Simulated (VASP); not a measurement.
# CdTe (F-43m) in VASP: further runs

The runs below take CdTe through dielectric tensor, with PBE.

Everything below comes from runs of VASP 6.6.1. Logs are shortened: lines on timing, memory, paths and dates and some standing lists are left out, and cuts for length are marked.

## (1) The structure

The structure is cubic, space group F-43m (No. 216). The conventional cell has a = 6.410 Å, b = 6.410 Å, c = 6.410 Å, α = 90.00°, β = 90.00°, γ = 90.00°. Te (site symmetry -43m) has 4 Cd at 2.78 Å as nearest neighbours. Cd (site symmetry -43m) is surrounded by 4 Te at 2.78 Å.

## (2) Dielectric tensor, PBE

The input, INCAR:

```
SYSTEM = CdTe
PREC = Accurate ; ENCUT = 350
EDIFF = 1E-8 ; ISMEAR = 0
SIGMA = 0.01 ; LREAL = .False.
LASPH = .True. ; NELM = 100
ALGO = Normal ; ISIF = 2
LWAVE = .False. ; LCHARG = .False.
GGA = PE ; LEPSILON = .True.
```

The input, KPOINTS:

```
Automatic mesh
0
Gamma
  7 7 7
  0 0 0
```

The input, POSCAR:

```
CdTe
1.0
    0.0000000000      3.2050000000      3.2050000000
    3.2050000000      0.0000000000      3.2050000000
    3.2050000000      3.2050000000      0.0000000000
Te Cd
1 1
Direct
    0.7500000000      0.7500000000      0.7500000000
    0.0000000000      0.0000000000      0.0000000000
```

Potentials or basis: VASP PAW PBE potentials, release 64 (Te, Cd).

On the command line:

```console
cat potpaw_PBE.64/Te/POTCAR potpaw_PBE.64/Cd/POTCAR > POTCAR
mpirun -np 1 vasp_std > vasp.out
```

OUTCAR:

```text
SYSTEM = CdTe
   PREC = Accurate
   ENCUT = 350
   EDIFF = 1E-8
   ISMEAR = 0
   LREAL = .False.
   LASPH = .True.
   NELM = 100
   ISIF = 2
   GGA = PE
   LEPSILON = .True.

 Found     20 irreducible k-points:

 Following reciprocal coordinates:
            Coordinates               Weight
  0.000000  0.000000  0.000000      1.000000
  0.142857  0.000000  0.000000      8.000000
  0.285714  0.000000  0.000000      8.000000
  0.428571  0.000000  0.000000      8.000000
  0.142857  0.142857  0.000000      6.000000
  0.285714  0.142857  0.000000     24.000000
   k-points           NKPTS =     20   k-points in BZ     NKDIM =     20   number of bands    NBANDS=     13
   number of dos      NEDOS =    301   number of ions     NIONS =      2
   total plane-waves  NPLWV =  21952
   dimension x,y,z NGX =    28 NGY =   28 NGZ =   28
   dimension x,y,z NGXF=    56 NGYF=   56 NGZF=   56
   ions per type =               1   1
   NGX,Y,Z   is equivalent  to a cutoff of  10.27, 10.27, 10.27 a.u.
   NGXF,Y,Z  is equivalent  to a cutoff of  20.54, 20.54, 20.54 a.u.
 SYSTEM =  CdTe
   PREC   = accura    normal or accurate (medium, high low for compatibility)
   ISTART =      0    job   : 0-new  1-cont  2-samecut
   ICHARG =      2    charge: 1-file 2-atom 10-const
   ISPIN  =      1    spin polarized calculation?
   LNONCOLLINEAR =      F non collinear calculations
   LSORBIT =      F    spin-orbit coupling
   LASPH  =      T    aspherical Exc in radial PAW
   ENCUT  =  350.0 eV  25.72 Ry    5.07 a.u.   6.91  6.91  6.91*2*pi/ulx,y,z
   NELM   =    100;   NELMIN=  2; NELMDL= -5     # of ELM steps
   EDIFF  = 0.1E-07   stopping-criterion for ELM
   LREAL  =      F    real-space projection
   EDIFFG = 0.1E-06   stopping-criterion for IOM
   NSW    =      0    number of steps for IOM
   IBRION =     -1    ionic relax: 0-MD 1-quasi-New 2-CG
   NFREE  =      0    steps in history (QN), initial steepest desc. (CG)
   ISIF   =      2    stress and relaxation
   ISYM   =      2    0-nonsym 1-usesym 2-fastsym
   POTIM  = 0.5000    time-step for ionic-motion
   TEBEG  =    0.0;   TEEND  =   0.0 temperature during run
   PSTRESS=    0.0 pullay stress
   NELECT =      18.0000    total number of electrons
   NUPDOWN=      -1.0000    fix difference up-down
   EMIN   =  10.00;   EMAX   =-10.00  energy-range for DOS
   EFERMI =   0.00;   METHOD = LEGACY
   ISMEAR =     0;   SIGMA  =   0.01  broadening in eV -4-tet -1-fermi 0-gaus
   EFERMI_NEDOS =   21; number of points for ismear=-14 and -15
   IALGO  =     38    algorithm
   IMIX   =      4    mixing-type and parameters
     AMIX     =   0.40;   BMIX     =  1.00
     AMIX_MAG =   1.60;   BMIX_MAG =  1.00
  volume/ion in A,a.u.               =      32.92       222.17
  Fermi-wavevector in a.u.,A,eV,Ry     =   1.062497  2.007828 15.359610  1.128899
  Thomas-Fermi vector in A             =   2.197950
   LORBIT       =      0    0 simple, 1 ext, 2 COOP (PROOUT), +10 PAW based schemes
   GGA     = PE    functional components
   LHFCALC =     F    Hartree Fock is set to
   AEXX    =    0.0000 exact exchange contribution
   IVDW    =     0    specifies the selected vdW correction
   LEPSILON=     T    determine dielectric tensor
   LRPA    =     F    only Hartree local field effects (RPA)
 non-spin polarized calculation
 Gauss-broadening in eV      SIGMA  =   0.01
  energy-cutoff  :      350.00
  volume of cell :       65.84
 maximum number of plane-waves:       990
   NGX = 13   NGY = 13   NGZ = 13

--------------------------------------- Ionic step        1  -------------------------------------------

 number of electron      18.0000011 magnetization

 E-fermi :   2.7300     XC(G=0):  -8.7318

 val. band max:        2.6575458247   @ k =   0.0000   0.0000   0.0000
 cond. band min:       3.5263541483   @ k =   0.0000   0.0000   0.0000
 fundamental gap:      0.8688083236
 Fermi energy:         2.7300025925

 k-point     1 :       0.0000    0.0000    0.0000
  band No.  band energies     occupation
      1      -8.7130      2.00000
      2      -5.7391      2.00000
      3      -5.7391      2.00000
      4      -5.7391      2.00000
      5      -5.4528      2.00000
      6      -5.4528      2.00000
      7       2.6575      2.00000
      8       2.6575      2.00000
      9       2.6575      2.00000
     10       3.5264      0.00000
     11       7.2315      0.00000
     12       7.2315      0.00000
     13       7.2315      0.00000

 k-point     2 :       0.1429    0.0000    0.0000
  band No.  band energies     occupation
      1      -8.6320      2.00000
      2      -5.7237      2.00000
      3      -5.7237      2.00000
      4      -5.6775      2.00000
      5      -5.4543      2.00000
      6      -5.4543      2.00000
      7       1.1800      2.00000
      8       2.4700      2.00000
      9       2.4700      2.00000
     10       4.4938      0.00000
     11       7.2925      0.00000
     12       7.5092      0.00000
     13       7.5093      0.00000

 k-point     3 :       0.2857    0.0000    0.0000
  band No.  band energies     occupation
      1      -8.4490      2.00000
      2      -5.6926      2.00000
      3      -5.6926      2.00000
      4      -5.4612      2.00000
      5      -5.4526      2.00000
      6      -5.4526      2.00000
      7      -0.5685      2.00000
      8       2.1111      2.00000
      9       2.1111      2.00000
     10       4.6754      0.00000
     11       7.8497      0.00000
     12       7.8497      0.00000
     13       8.4840      0.00000

 k-point     4 :       0.4286    0.0000    0.0000
  band No.  band energies     occupation
      1      -8.3044      2.00000
      2      -5.6725      2.00000
      3      -5.6725      2.00000
      4      -5.4451      2.00000
      5      -5.4451      2.00000
      6      -5.1419      2.00000
      7      -1.7787      2.00000
      8       1.8650      2.00000
      9       1.8650      2.00000
     10       4.5293      0.00000
     11       7.8432      0.00000
     12       7.8432      0.00000
     13       9.6842      0.00000

 k-point     5 :       0.1429    0.1429    0.0000
  band No.  band energies     occupation
      1      -8.6051      2.00000
      2      -5.7088      2.00000
      3      -5.7087      2.00000
      4      -5.6781      2.00000
      5      -5.4613      2.00000
      6      -5.4467      2.00000
      7       1.1764      2.00000
      8       2.1519      2.00000
      9       2.1519      2.00000
     10       5.0148      0.00000
     11       6.4870      0.00000
     12       7.9932      0.00000
     13       7.9932      0.00000

 k-point     6 :       0.2857    0.1429    0.0000
  band No.  band energies     occupation
      1      -8.4567      2.00000
      2      -5.6851      2.00000
      3      -5.6749      2.00000
      4      -5.5415      2.00000
      5      -5.4416      2.00000
      6      -5.4408      2.00000
      7      -0.1361      2.00000
      8       1.7420      2.00000
      9       1.7540      2.00000
     10       5.4735      0.00000
     11       6.6463      0.00000
     12       8.3423      0.00000
     13       8.5573      0.00000

 [... further k-points ...]

  FORCE on cell =-STRESS in cart. coord.  units (eV):
  Direction    XX          YY          ZZ          XY          YZ          ZX
  --------------------------------------------------------------------------------------
  -------------------------------------------------------------------------------------
  Total        1.6791897      1.6791897      1.6791897     -0.0000000      0.0000000      0.0000000
  in kB       40.8598021     40.8598021     40.8598021     -0.0000000      0.0000000      0.0000000
  external PRESSURE =      40.8598021 kB  Pullay stress =       0.0000000 kB

 VOLUME and BASIS-vectors are now :
 -----------------------------------------------------------------------------
  energy-cutoff  :      350.00
  volume of cell :       65.84
      direct lattice vectors                 reciprocal lattice vectors
     0.000000000  3.205000000  3.205000000    -0.156006240  0.156006240  0.156006240
     3.205000000  0.000000000  3.205000000     0.156006240 -0.156006240  0.156006240
     3.205000000  3.205000000  0.000000000     0.156006240  0.156006240 -0.156006240

 POSITION                                       TOTAL-FORCE (eV/Angst)
 -----------------------------------------------------------------------------------
      4.80750      4.80750      4.80750         0.000000      0.000000      0.000000
      0.00000      0.00000      0.00000        -0.000000     -0.000000     -0.000000
 -----------------------------------------------------------------------------------
    total drift:                                0.000002      0.000002      0.000003

  FREE ENERGIE OF THE ION-ELECTRON SYSTEM (eV)
  ---------------------------------------------------
  free  energy   TOTEN  =        -4.7221537242 eV

  energy  without entropy=       -4.7221537242  energy(sigma->0) =       -4.72215372

 HEAD OF MICROSCOPIC STATIC DIELECTRIC TENSOR (INDEPENDENT PARTICLE, excluding Hartree and local field effects)
 ------------------------------------------------------
          11.060902    -0.000000     0.000000
           0.000000    11.060902    -0.000000
           0.000000     0.000000    11.060902
 ------------------------------------------------------

 Free energy of the ion-electron system (eV)
  ---------------------------------------------------
  ---------------------------------------------------
  free energy    TOTEN  =        -1.89972469 eV

  energy without entropy =       -1.89972469

------------------------ aborting loop because EDIFF is reached ----------------------------------------

--------------------------------------- Ionic step        2  -------------------------------------------

------------------------ aborting loop because EDIFF is reached ----------------------------------------

--------------------------------------- Ionic step        3  -------------------------------------------

 Free energy of the ion-electron system (eV)
  ---------------------------------------------------
  ---------------------------------------------------
  free energy    TOTEN  =        -1.89972507 eV

  energy without entropy =       -1.89972507

------------------------ aborting loop because EDIFF is reached ----------------------------------------

 PIEZOELECTRIC TENSOR FIELD DIRECTION 3  (e Angst)
 -----------------------------------------------------------------------------
    -0.00155  2.59184  0.00000           (  0.00001 -0.07934  0.00000)
     2.59184 -0.00155  0.00000           ( -0.07934  0.00001  0.00000)
     0.00000  0.00000  0.00018           (  0.00000  0.00000 -0.00000)

 PIEZOELECTRIC TENSOR FIELD DIRECTION 3  (C/m^2)
 -----------------------------------------------------------------------------
    -0.00038  0.63067  0.00000
     0.63067 -0.00038  0.00000
     0.00000  0.00000  0.00004

 MACROSCOPIC STATIC DIELECTRIC TENSOR (including local field effects in DFT)
 ------------------------------------------------------
          10.706591    -0.000000    -0.000000
           0.000000    10.706591    -0.000000
           0.000000     0.000000    10.706591
 ------------------------------------------------------

 PIEZOELECTRIC TENSOR (including local field effects)  for field in x, y, z        (e  Angst)
          XX          YY          ZZ          XY          YZ          ZX
  --------------------------------------------------------------------------------
  x     0.00000    -0.00000    -0.00000     0.00000     2.61963     0.00000
  y     0.00000     0.00000     0.00000     0.00000    -0.00000     2.61963
  z     0.00000    -0.00000     0.00000     2.61963     0.00000     0.00000

 PIEZOELECTRIC TENSOR (including local field effects)  for field in x, y, z        (C/m^2)
          XX          YY          ZZ          XY          YZ          ZX
  --------------------------------------------------------------------------------
  x     0.00000    -0.00000    -0.00000     0.00000     0.63744     0.00000
  y     0.00000     0.00000     0.00000     0.00000    -0.00000     0.63744
  z     0.00000    -0.00000     0.00000     0.63744     0.00000     0.00000

 BORN EFFECTIVE CHARGES (including local field effects) (in |e|, cummulative output)
 ---------------------------------------------------------------------------------
 ion    1
    1    -2.23758     0.00000     0.00000
    2     0.00000    -2.23758     0.00000
    3    -0.00000     0.00000    -2.23758
 ion    2
    1     2.23758     0.00000     0.00000
    2     0.00000     2.23758    -0.00000
    3     0.00000     0.00000     2.23758
```

Run time: 84 s. Hardware: 1 thread of Intel Xeon 6975P-C (Granite Rapids), shared host; peak memory 0.22 GiB.

These settings aren't checked as converged: the numbers below hold their error.

What came out:

* Band gap on the k mesh: 0.87 eV, direct
* Electronic dielectric tensor (diagonal): 10.71
* Born charges (mean of the diagonal): Te -2.24; Cd +2.24 e

Caveat: spin-orbit coupling is left out, which moves the levels of the heavy elements.

## (3) Dielectric tensor, PBE

INCAR, as its differences from that of step 2:

```diff
@@ -1,3 +1,3 @@
 SYSTEM = CdTe
-PREC = Accurate ; ENCUT = 350
+PREC = Accurate ; ENCUT = 400
 EDIFF = 1E-8 ; ISMEAR = 0
```

KPOINTS is that of step 2.

POSCAR is that of step 2.

Potentials or basis: VASP PAW PBE potentials, release 64 (Te, Cd).

On the command line:

```console
cat potpaw_PBE.64/Te/POTCAR potpaw_PBE.64/Cd/POTCAR > POTCAR
mpirun -np 1 vasp_std > vasp.out
```

OUTCAR:

```text
SYSTEM = CdTe
   PREC = Accurate
   ENCUT = 400
   EDIFF = 1E-8
   ISMEAR = 0
   LREAL = .False.
   LASPH = .True.
   NELM = 100
   ISIF = 2
   GGA = PE
   LEPSILON = .True.

 Found     20 irreducible k-points:

 Following reciprocal coordinates:
            Coordinates               Weight
  0.000000  0.000000  0.000000      1.000000
  0.142857  0.000000  0.000000      8.000000
  0.285714  0.000000  0.000000      8.000000
  0.428571  0.000000  0.000000      8.000000
  0.142857  0.142857  0.000000      6.000000
  0.285714  0.142857  0.000000     24.000000
[... 237 lines left out ...]
    -0.00038  0.62992  0.00000
     0.62992 -0.00038  0.00000
     0.00000  0.00000  0.00005

 MACROSCOPIC STATIC DIELECTRIC TENSOR (including local field effects in DFT)
 ------------------------------------------------------
          10.678750    -0.000000    -0.000000
           0.000000    10.678750     0.000000
           0.000000     0.000000    10.678750
 ------------------------------------------------------

 PIEZOELECTRIC TENSOR (including local field effects)  for field in x, y, z        (e  Angst)
          XX          YY          ZZ          XY          YZ          ZX
  --------------------------------------------------------------------------------
  x    -0.00000     0.00000     0.00000    -0.00000     2.61651    -0.00000
  y     0.00000    -0.00000     0.00000     0.00000    -0.00000     2.61651
  z     0.00000     0.00000    -0.00000     2.61651     0.00000    -0.00000

 PIEZOELECTRIC TENSOR (including local field effects)  for field in x, y, z        (C/m^2)
          XX          YY          ZZ          XY          YZ          ZX
  --------------------------------------------------------------------------------
  x    -0.00000     0.00000     0.00000    -0.00000     0.63668    -0.00000
  y     0.00000    -0.00000     0.00000     0.00000    -0.00000     0.63668
  z     0.00000     0.00000    -0.00000     0.63668     0.00000    -0.00000

 BORN EFFECTIVE CHARGES (including local field effects) (in |e|, cummulative output)
 ---------------------------------------------------------------------------------
 ion    1
    1    -2.23564     0.00000    -0.00000
    2     0.00000    -2.23564     0.00000
    3     0.00000     0.00000    -2.23564
 ion    2
    1     2.23564    -0.00000     0.00000
    2     0.00000     2.23564     0.00000
    3    -0.00000    -0.00000     2.23564
```

OSZICAR:

```text
N       E                     dE             d eps       ncg     rms          rms(c)
DAV:   1     0.880134481331E+02    0.88013E+02   -0.73853E+03   536   0.975E+02
[... 13 lines left out ...]
RMM:   7    -0.189521869148E+01   -0.21008E-02   -0.45174E-05  2551   0.394E-02    0.574E-03
RMM:   8    -0.189535466476E+01   -0.13597E-03   -0.82217E-06  2776   0.753E-03    0.150E-03
RMM:   9    -0.189543040424E+01   -0.75739E-04   -0.14917E-05  2386   0.428E-03    0.333E-04
RMM:  10    -0.189544180988E+01   -0.11406E-04   -0.13076E-06  2843   0.656E-04    0.157E-04
RMM:  11    -0.189543633346E+01    0.54764E-05   -0.10017E-06  2537   0.323E-04    0.683E-05
RMM:  12    -0.189543440159E+01    0.19319E-05   -0.74308E-07  1825   0.856E-05    0.224E-05
RMM:  13    -0.189543406942E+01    0.33217E-06   -0.15425E-08  1326   0.594E-05    0.425E-06
```

stdout:

```text
POSCAR found type information on POSCAR TeCd
 POSCAR found :  2 types and       2 ions
 scaLAPACK will be used
 LDA part: xc-table for (Slater+PW92), standard interpolation
 POSCAR, INCAR and KPOINTS ok, starting setup
 FFT: planning ... GRIDC
 FFT: planning ... GRID_SOFT
 FFT: planning ... GRID
 WAVECAR not read
 entering main loop
 Linear response reoptimize wavefunctions to high precision
 Linear response G [H, r] |phi>, progress :
  Direction:   1
 Linear response G [H, r] |phi>, progress :
  Direction:   2
 Linear response G [H, r] |phi>, progress :
  Direction:   3
 Linear response to external field (no local field effect), progress :
  Direction:   1
 dielectric tensor                  component  1 :    12.425     4.732     1.394
 Linear response to external field (no local field effect), progress :
  Direction:   2
 dielectric tensor                  component  2 :     4.732    12.825    -1.687
 Linear response to external field (no local field effect), progress :
  Direction:   3
 dielectric tensor                  component  3 :     1.398    -1.688     7.852
 Linear response to external field, progress :
  Direction:   1
 dielectric tensor                  component  1 :    10.679     2.447     0.938
 Linear response to external field, progress :
  Direction:   2
 dielectric tensor                  component  2 :     2.441    10.679     0.727
 Linear response to external field, progress :
  Direction:   3
 dielectric tensor                  component  3 :     1.882     1.503    10.679
 Born effective charges drift removed
```

Run time: 1.8 min. Hardware: 1 thread of Intel Xeon 6975P-C (Granite Rapids), shared host; peak memory 0.25 GiB.

These settings aren't checked as converged: the numbers below hold their error.

Results:

```yaml
Band_gap_on_the_k_mesh: 0.87 eV, direct
Electronic_dielectric_tensor_diagonal: 10.68
Born_charges_mean_of_the_diagonal: Te -2.24; Cd +2.24 e
```

Caveat: spin-orbit coupling is left out, which moves the levels of the heavy elements.

[end of part 1 of 2]
